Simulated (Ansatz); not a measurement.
# BaTiO3: the cost of one run

Method: DFT PBE, scalar-relativistic, plane waves, PAW, in Ansatz 0.2.0.

2 further runs of the same task are left out: 1 that didn't finish, 1 set aside as unsound or not needed.

**1. The system as given**

The structure is trigonal, space group R3m (No. 160). The conventional cell has a = 5.726 Å, b = 5.726 Å, c = 7.069 Å, α = 90.00°, β = 90.00°, γ = 120.00°. Ba (site symmetry 3m) is surrounded by 12 O at 2.78 to 2.98 Å. Ti (site symmetry 3m) has 6 O at 1.87 to 2.21 Å as nearest neighbours. O (site symmetry m) is surrounded by 2 Ti at 1.87 to 2.21 Å.

As a file:

```cif
data_structure
_symmetry_space_group_name_H-M 'P 1'
_symmetry_Int_Tables_number 1
_cell_length_a 4.0596
_cell_length_b 4.0596
_cell_length_c 4.0596
_cell_angle_alpha 89.693
_cell_angle_beta 89.693
_cell_angle_gamma 89.693
_cell_volume 66.90
loop_
_atom_site_label
_atom_site_type_symbol
_atom_site_fract_x
_atom_site_fract_y
_atom_site_fract_z
_atom_site_occupancy
Ba1 Ba 0.00501 0.00501 0.00501 1
Ti1 Ti 0.51917 0.51917 0.51917 1
O1 O 0.48837 0.48837 0.97779 1
O2 O 0.48837 0.97779 0.48837 1
O3 O 0.97779 0.48837 0.48837 1
```

The cell was relaxed beforehand at this level, from a generated guess; it needn't be the stable form of this composition. At a tolerance of 0.02 Å it has space group R3m (No. 160); it has 13.38 Å³/atom, an uncorrected energy of -3.10 eV/atom over the elements.

**2. Electronic structure at the relaxed geometry**

input.yaml reads:

```yaml
crystal:
  lattice:
    - [2.862896467, 1.6528940459, 2.3563485123]
    - [-2.862896467, 1.6528940459, 2.3563485123]
    - [0.0, -3.3057880917, 2.3563485123]
  atoms:
    - { symbol: Ba, position: [0.0050105865, 0.0050105865, 0.0050105865] }
    - { symbol: Ti, position: [0.5191677358, 0.5191677358, 0.5191677358] }
    - { symbol: O, position: [0.4883657726, 0.4883657726, 0.9777901826] }
    - { symbol: O, position: [0.4883657726, 0.9777901826, 0.4883657726] }
    - { symbol: O, position: [0.9777901826, 0.4883657726, 0.4883657726] }
basis:
  ecutwfc: 420
kpoints:
  mp_grid: { grid: [6, 6, 6] }
  band_path:
    path:
      - [[0.0, 0.0, 0.0], [0.5, 0.5, 0.5], [0.50529868, 0.49470132, 0.5]]
      - [[0.5, -0.49470132, 0.49470132], [0.5, 0.0, 0.0], [0.0, 0.0, 0.0], [0.49735066, -0.49735066, 0.0]]
      - [[0.50264934, 0.0, 0.49735066], [0.5, 0.0, 0.5], [0.0, 0.0, 0.0]]
    npoints: 14
hamiltonian:
  xc: pbe
scf:
  occupations: { method: gaussian, width: 0.02 }
  n_extra_bands: 12
output:
  forces: true
  stress: true
  eigenvalues: true
  populations: true
  dos: { projected: true, de: 0.02, nscf_kmesh: { grid: [9, 9, 9] } }
  bader: true
  write_density: true
  write_potential: true
  elf: true
  volumetric_format: npy
```

Run with:

```sh
$ ansatz run input.yaml --threads 1 --pin off --max-ram 2560MiB --backend cpu --events-out ev --progress --plain --runs-dir out
```

Q: Estimate wall time and peak memory on 1 thread of Intel Xeon Platinum 8375C at 2.90GHz (Ice Lake), shared host.

About 2.1 min, with a peak of 0.48 GiB.
